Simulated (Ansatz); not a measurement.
**SiC: the cell at several levels of theory**

How does the equilibrium cell of SiC (NiAs type) depend on the functional? It is relaxed with PBE and r2SCAN. This is a trial cell built on a prototype, not taken from a measured structure, and it needn't be the compound's ground state.

Code: Ansatz 0.2.0. PAW datasets, plane waves, zero pressure. No spin polarisation and no zero-point or thermal motion; the cell was built from a prototype and may be hypothetical.

## (1) Starting point

This is the cell as the run starts from it, not yet at rest; its lengths are not the crystal's.

The symmetry is P6_3/mmc (No. 194, hexagonal); a = 2.733 Å, c = 4.455 Å in the conventional setting, 7.20 Å³ an atom. Near Si stand 6 C at 1.93 Å; near C stand 6 Si at 1.93 Å.

Coordinates:

Space group P6_3/mmc (No. 194). a = 2.733 Å, b = 2.733 Å, c = 4.455 Å, α = 90.00°, β = 90.00°, γ = 120.00°
```tsv
atom	site	symmetry	x	y	z
Si	2a	-3m.	0.0000	0.0000	0.0000
C	2c	-6m2	0.3333	0.6667	0.2500
```

## (2) PBE: cell and atoms

The input, input.yaml:

```yaml
crystal:
  lattice:
    - [2.73301005, 0.0, 0.0]
    - [-1.366505025, 2.3668561321, 0.0]
    - [0.0, 0.0, 4.4548063815]
  atoms:
    - { symbol: Si, position: [0.0, 0.0, 0.0] }
    - { symbol: Si, position: [0.0, 0.0, 0.5] }
    - { symbol: C, position: [0.3333333333, 0.6666666667, 0.25] }
    - { symbol: C, position: [0.6666666667, 0.3333333333, 0.75] }
kpoints:
  mp_grid: { grid: [12, 12, 6] }
hamiltonian:
  xc: pbe
scf:
  occupations: { method: fermi_dirac, width: 0.02 }
relax:
  f_tol: 0.005
  cell: {}
output:
  write_density: true
  write_potential: true
  elf: true
  volumetric_format: npy
```

Command:

```bash
> ansatz run input.yaml --threads 2 --pin off --max-ram 2211MiB --backend cpu --events-out ev --progress --plain --runs-dir out
```

The runs that follow: Relaxing with r2SCAN.

Before running it: what results should come out? Wanted: for each run, a; c; volume; space group; SCF geometries.

The runs gave:

```
 level  a (Å)  c (Å)  volume (Å³/atom)  space group  SCF geometries
   PBE  2.871  4.748             8.470     P6_3/mmc              10
r2SCAN  2.857  4.702             8.309     P6_3/mmc               5
```

In words: The first relaxation changed the volume by +17.6 % from the start. The volume runs from r2SCAN (least) to PBE (most), a spread of 1.9 %, or 0.6 % in length if all axes shared it alike.
